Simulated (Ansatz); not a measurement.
## One input, then a changed one: Cu (hcp type)

First run: DFT, PBE, all-electron LAPW, scalar-relativistic (Ansatz 0.2.0).

Command: `ansatz run input.yaml --threads 1 --pin off --max-ram 2048MiB --backend cpu --events-out ev --progress --plain --runs-dir out` It took 26 s on 1 thread of Intel(R) Xeon(R) 6975P-C (Granite Rapids), with other jobs on the host, peak memory 0.69 GiB.

```yaml
crystal:
  lattice:
    - [2.1618046124, 0.0, 0.0]
    - [-1.0809023062, 1.8721777124, 0.0]
    - [0.0, 0.0, 3.5478652287]
  atoms:
    - { symbol: Cu, position: [0.3333333333, 0.6666666667, 0.25] }
    - { symbol: Cu, position: [0.6666666667, 0.3333333333, 0.75] }
kpoints:
  mp_grid: { grid: [19, 19, 10] }
scf:
  occupations: { method: fermi_dirac, width: 0.05 }
hamiltonian:
  xc: pbe
  pseudopotentials: { kind: all_electron, lapw: { basis_error: 0.001 } }
output:
  forces: true
  stress: true
  eigenvalues: true
  populations: true
```

The cell comes from a relaxation on PAW files under the same functional, begun from a prototype that needn't be the stable phase.

This run: volume at 0.6 of the series' base cell.

It converges in 7 SCF iterations at a pressure of 254.3 GPa.

The input is then changed:

```diff
 scf:
-  occupations: { method: fermi_dirac, width: 0.05 }
+  occupations: { method: tetrahedron_uncorrected }
 hamiltonian:
```

Problem. Predict the outcome of the changed run.

Solution. It converges in 6 SCF iterations, free energy +34.1 meV/atom against the first run's.
